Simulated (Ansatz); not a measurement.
We consider zinc-blende InN (metastable phase), described by PBE in Ansatz (PAW).

Run with plane-wave cutoff 520 eV, 12×12×12 k mesh, Fermi–Dirac smearing 0.01 eV, scalar-relativistic PAW data made under PBE.

Pressure at four volumes; x = ln(V/16.086 Å³). One pressure is withheld.

```
V (Å³/atom)        x  P (GPa)
-----------  -------  -------
15.121       -0.0619        ?
15.443       -0.0408     5.46
16.086        0.0000     0.00
17.051        0.0583    -6.17
```

**Question.** Pass a parabola P(x) through the three rows shown, estimate the bulk modulus and its pressure derivative near zero pressure, and predict the withheld pressure.

**Answer.** Slopes between the rows: (0.00 − (5.46))/(0.0000 − (-0.0408)) = -133.82 and (-6.17 − (0.00))/(0.0583 − (0.0000)) = -105.83 GPa. Their difference over the span 0.0991 is c = 27.99/0.0991 = 282.4 GPa, so P(x) = 5.46 + (-133.82)(x − (-0.0408)) + 282.4 (x − (-0.0408))(x − (0.0000)). At the middle row B = −dP/dx = −[-133.82 + 282.4 × 0.0408] = 122.3 GPa, and B′ = dB/dP = 2c/B = 4.6. At x = -0.0619 the parabola gives 8.65 GPa; the run gives 8.69 GPa. The Birch–Murnaghan fit to the energies at all volumes has B0 = 122 GPa and B′ = 4.7.

Note: this level leaves the solid without a gap, although one is measured.

Spin–orbit coupling is not included.

Ansatz is a program for electronic structure.
